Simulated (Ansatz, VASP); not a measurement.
# Ca: VASP beside Ansatz

```
Ca
1.0
    -2.09649    2.10173    2.44535
     2.09649   -2.10173    2.44535
     2.09649    2.10173   -2.44535
Ca
1
Direct
  0.50000 0.50000 0.00000
```

This isn't the form of Ca at room conditions, which is fcc.

Alike in both runs: task single point; functional PBE; k mesh 9 × 9 × 9; occupations fermi-dirac, width 0.05 eV; no spin polarisation.

|  | VASP | Ansatz |
| --- | --- | --- |
| version | VASP 6.6.1 | Ansatz 0.2.0 |
| potentials or method | VASP PAW PBE potentials, release 64 (Ca_sv) | Ansatz PAW |
| plane-wave cutoff (eV) | 520 | 420 |
| valence electrons in the cell | 10 | 10 |

```csv
,VASP,Ansatz,Ansatz less VASP
gap on the k mesh at the Fermi level (eV),none,none,-
pressure (GPa),-0.4,-0.4,-0.01
largest component of the traceless stress (GPa),0.18,0.18,0.000
```

A gap of «none» marks a metal or a gap that the smearing closes.
